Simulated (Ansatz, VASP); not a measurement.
KF in VASP and in Ansatz

```xyz
2
Lattice="0.0000 2.7403 2.6067 2.7403 0.0000 2.6067 2.7403 2.7403 0.0000" Properties=species:S:1:pos:R:3 pbc="T T T"
K     0.0000    0.0000    0.0000
F     2.7403    2.7403    2.6067
```

Change from the starting cell: strain +0.025 along x and y, -0.025 along z, atoms carried along.

Alike in both runs: task single point; functional LDA; k mesh 8 × 8 × 8; occupations gaussian, width 0.05 eV; no spin polarisation.

|  | VASP | Ansatz |
| --- | --- | --- |
| version | VASP 6.6.1 | Ansatz 0.2.0 |
| potentials or method | VASP PAW LDA potentials, release 64 (K_sv, F) | scalar-relativistic, plane waves, PAW |
| plane-wave cutoff (eV) | 520 | 420 |
| valence electrons in the cell | 16 | 16 |

Ansatz gave:

```
gap on the k mesh at the Fermi level (eV)       : 5.62
least direct gap on the mesh (eV)               : 5.62
pressure (GPa)                                  : -3.9
largest component of the traceless stress (GPa) : 1.31
```

**Question.** Which values does VASP return?

**Answer.** gap on the k mesh at the Fermi level (eV): 5.60; least direct gap on the mesh (eV): 5.60; pressure (GPa): -3.8; largest component of the traceless stress (GPa): 1.39.

A k mesh can miss the band edges.
